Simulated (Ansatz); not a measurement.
**Debugging a many-body input for BN (P6_3/mmc)**

A first try at the G0W0 gap of BN (P6_3/mmc), what the program said, and an input that works.

Program: Ansatz 0.2.0. Level of theory: G0W0 on PBE, plane waves, PAW. Results are calculated unless marked as measured.

## Step 1: Set-up

The structure is hexagonal, space group P6_3/mmc (No. 194). The conventional cell has a = 2.504 Å, b = 2.504 Å, c = 6.661 Å, α = 90.00°, β = 90.00°, γ = 120.00°. Nearest to B lie 3 N at 1.45 Å. Nearest to N lie 3 B at 1.45 Å. Farther neighbours and most contacts between anions are not listed.

As a file:

```
B N
1.0
     2.50399    0.00000    0.00000
    -1.25199    2.16852    0.00000
     0.00000    0.00000    6.66120
B N
2 2
Direct
  0.33333 0.66667 0.25000
  0.66667 0.33333 0.75000
  0.33333 0.66667 0.75000
  0.66667 0.33333 0.25000
```

The cell and positions come from the Crystallography Open Database and are kept as given unless a step says otherwise. The default PAW set here is soft_2. Its files were made with PBE.

## Step 2: First try

Contents of input.yaml:

```yaml
crystal:
  lattice:
    - [2.50399, 0.0, 0.0]
    - [-1.251995, 2.1685189508, 0.0]
    - [0.0, 0.0, 6.6612]
  atoms:
    - { symbol: B, position: [0.3333333333, 0.6666666667, 0.25] }
    - { symbol: B, position: [0.6666666667, 0.3333333333, 0.75] }
    - { symbol: "N", position: [0.3333333333, 0.6666666667, 0.75] }
    - { symbol: "N", position: [0.6666666667, 0.3333333333, 0.25] }
kpoints:
  mp_grid: { grid: [6, 6, 2] }
hamiltonian:
  xc: pbe
scf:
  occupations: { method: fixed }
gw:
  n_empty_bands: 38
  ecut_chi: 60
  qp_bands: [v2, c2]
  qp_kpoints: [[0.137, 0.291, 0]]
  screening: { model: contour_deformation }
```

Started as:

```
$ ansatz run input.yaml --threads 2 --pin off --max-ram 92160MiB --backend cuda --events-out ev --progress --plain --runs-dir out --devices 1 --max-vram 13GiB  # rebuilt from the run's record
```

Numbers of over 12 decimals in the logs are rounded to 6 here.

Output:

```text
Error: invalid value for `gw.qp_kpoints`: the listed point [0.137, 0.291, 0.0] is no point of the k-mesh [6, 6, 2] (kpoints.mp_grid); the nearest is [0.166667, 0.333333, 0.0]
```

Run time: 0.13 s. Hardware: 2 threads of AMD EPYC 7R13 (Zen 3), shared host; peak memory 0.1 GiB.

**What went wrong?**

The program refused the input before any cycle.

The fault: point off the mesh. Quasiparticle levels are computed on points of the mesh alone.

## Step 3: A better input

G0W0 replaces the xc potential by the self-energy, built once from these orbitals. Only a window of levels is corrected, while the sums run over the empty bands that the input names.

Edit input.yaml of step 2 so:

```diff
@@ -11,3 +11,3 @@
 kpoints:
-  mp_grid: { grid: [6, 6, 2] }
+  mp_grid: { grid: [9, 9, 2] }
 hamiltonian:
@@ -20,3 +20,3 @@
   qp_bands: [v2, c2]
-  qp_kpoints: [[0.137, 0.291, 0]]
+  qp_kpoints: band_edges
   screening: { model: contour_deformation }
```

Output:

```text
GPUs: using 1 of 1 available (devices: 1).
[...]
device memory: the entry about to start is reckoned to put 0.4 GiB on a device that reports 66.9 GiB free (of which the cap on the GPU budget leaves the run 13.0 GiB)
GPU FFT provider: cuFFT
GPU libraries: cuBLAS 13.8.2, cuFFT 12.4.0, cuSOLVER 12.3.4
Crystal: 4 atoms, lattice volume = 36.170 Å³
Basis set: ecut = 420 eV, 713 PW (Γ)
Bands: 12, of which v1, the nominal top of the filled ones, is band 8 counted from 1 (7 counted from 0)
Symmetry: 24 space group operations
[...]
k-points: 24 of 162
[...]
GPU buffer pool allocated for 14580 grid points (all kernels)
GPU transforms: local potential and band sums: pruned to the plane-wave sphere, on 18×18×45
[...]
SCF iter   1: F=—  HF=-1084.807366 eV  |F-HF|=—  |Δ(HF+E_count)|=         —  Δρ=1.49e-3  dr2=2.05e-4  ethr=1.77e-3  ⟨swp⟩=5.0  Hψ=1592  notcnv=0  defer=43
[...]
0     7      3.4187   -23.6356     4.0029   -19.2169  0.8001     3.0011     3.0029  root
     0     8      3.4187   -23.6356     4.0029   -19.2169  0.8001     3.0011     3.0029  root
     0     9      9.9566    -4.9315    -3.8166    -9.1452  0.8408    10.3550    10.3536  root
     0    10     14.9928    -7.8108    -5.0427   -14.3512  0.7638    16.5503    16.4906  root
     1     7      3.4016   -23.6212     4.0079   -19.1918  0.8000     2.9782     2.9801  root
     1     8      3.4016   -23.6212     4.0079   -19.1918  0.8000     2.9782     2.9801  root
     1     9     12.3026    -6.3522    -4.1669   -11.3770  0.8184    13.1696    13.1605  root
     1    10     12.3026    -6.3522    -4.1669   -11.3770  0.8184    13.1696    13.1605  root
[...]
23     7      4.7125   -20.6116     3.0581   -17.1974  0.7936     4.3551     4.3564  root
    23     8      4.7125   -20.6116     3.0581   -17.1974  0.7936     4.3551     4.3564  root
    23     9      9.3592    -6.1726    -4.1863   -11.5476  0.8151    10.5631    10.5479  root
    23    10      9.3592    -6.1726    -4.1863   -11.5476  0.8151    10.5631    10.5479  root
[key lines of the parts left out:]
SCF converged after 6 iterations
Free energy (F): -1084.808775 eV
Fermi energy:    4.712468 eV
```

Elapsed: 13 s, on 1 × NVIDIA H100 80GB HBM3 (shared by 6 runs) with 2 threads; peak memory 1 GiB.

Numbers from this step:

```yaml
bands_summed: 46
rpa_eps_infinity_on_this_mesh_eigenvalues: 2.527, 4.586, 4.586
plane_waves_in_the_screening_matrix: 39
q_points_in_the_mesh: 162
g0w0_gap_on_the_mesh: 5.816 eV
k_of_the_valence_top: 0.3333, 0.3333, -0.5
k_of_the_conduction_bottom: 0.1111, 0.4444, 0
starting_gap_on_the_mesh: 4.404 eV
z_at_the_valence_top: 0.7936
z_at_the_conduction_bottom: 0.8224
least_direct_g0w0_gap_on_the_computed_points: 6.169 eV
```

The gap on the mesh goes from 4.40 eV to 5.82 eV, a correction of +1.41 eV. Between the two edge states, bare exchange in place of the xc potential would open the gap by 8.50 eV, and correlation takes back 7.08 eV.

## Step 4: Outcome

```yaml
first_try: refused after 0.13 s
better_run: G0W0 gap on the mesh 5.82 eV (9×9×2 mesh, 38 empty bands, screening to 60 eV)
```

**Reading.** The second run differs in: mesh and points asked. Bands and cutoff are finite, so the gap is not at the basis limit. The miss can reach some tenths of an eV and take either sign; the mesh is an error of its own. The 9×9×2 mesh is coarse for this cell (its supercell is 13 Å along the shortest edge). The RPA ε∞ on it, from the PBE start, is 2.53 and 4.59; such meshes misread the long-range screening, most where the gap is narrow.

[Paths, hosts, dates, memory and timing lines, banners, echoed tables and standing remarks are left out of the program output.]

[Logs are printed without paths, hosts, clocks, repeated set-up lines and the standing remarks that a program may print on its own settings, such as how far it seeks lower states.]

[Runs of the session that timed out or met a known fault of the program may be left out.]

[Cells called generated may have been cut or substituted from an entry of the Crystallography Open Database or the Materials Project.]

[Hosts, paths, dates, database ids (printed as entryN), source tags and the programs' standing remarks are cut or masked in the printed files.]
